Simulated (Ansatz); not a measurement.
Runs of Ansatz 0.2.0 on Sb. The structure is cubic, space group Im-3m (No. 229). The conventional cell has a = 3.743 Å, b = 3.743 Å, c = 3.743 Å, α = 90.00°, β = 90.00°, γ = 90.00°. Around Sb (site symmetry m-3m) lie 8 Sb at 3.24 Å. This isn't the form of Sb at room conditions, which is rhombohedral.

| level | spin | k mesh | smearing | gap on the mesh (eV) | pressure (GPa) |
| --- | --- | --- | --- | --- | --- |
| PBE | off | 10 × 10 × 10 | gaussian 0.1 eV | none | 3.2 |
| BLYP+D4 | SOC, no magnetisation | 7 × 7 × 7 | fermi-dirac 0.1 eV | none | 3.2 |
| LDA | off | 10 × 10 × 10 | gaussian 0.1 eV | none | (a) |
| PBEsol | off | 10 × 10 × 10 | gaussian 0.02 eV | none | 0.0 |

Alike in all rows: task single point; potentials or basis Ansatz PAW; cell as given; cutoff (eV) 420.

Problem. Fill in the values left out.

Solution. (a) -1.2.

Caveats: the PAW data sets come from PBE, with cores solved anew for the run's functional, which leaves a small shift of forces and pressure (some runs); pairwise dispersion overbinds metals, which lowers pressure and volume (some runs).

A k mesh can miss the band edges, and rows without SOC leave out spin-orbit coupling on Sb.

A gap of «none» marks a metal or a gap under the smearing width.
